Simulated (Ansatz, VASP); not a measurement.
Pt in VASP and in Ansatz

```
Pt
1.0
     0.00000    2.00685    1.90895
     2.00685    0.00000    1.90895
     2.00685    2.00685    0.00000
Pt
1
Cartesian
  0.0000 0.0000 0.0000
```

Change from the starting cell: strain +0.025 along x and y, -0.025 along z, atoms carried along.

Alike in both runs: task single point; functional PBEsol; k mesh 20 × 20 × 20; occupations gaussian, width 0.15 eV; no spin polarisation.

```csv
,VASP,Ansatz
version,VASP 6.6.1,Ansatz 0.2.0
potentials or method,"VASP PAW PBE potentials, release 64 (Pt)","scalar-relativistic, plane waves, PAW"
plane-wave cutoff (eV),520,420
valence electrons in the cell,10,18
```

VASP gave:

| Item | Value |
| --- | --- |
| gap on the k mesh at the Fermi level (eV) | none |
| pressure (GPa) | -6.1 |
| largest component of the traceless stress (GPa) | 2.42 |

Q: Which values does Ansatz return?

A: gap on the k mesh at the Fermi level (eV): none; pressure (GPa): -5.7; largest component of the traceless stress (GPa): 2.43.

A gap of «none» marks a metal or a gap that the smearing closes. The functional is the same, so the differences come from potentials, cutoffs and numerics. The two sets of potentials don't hold the same shells in valence.

Caveats: the PAW data sets were made with another functional, which shifts forces and pressure a little (VASP). The runs have no spin-orbit coupling, so splittings on Pt are missing.
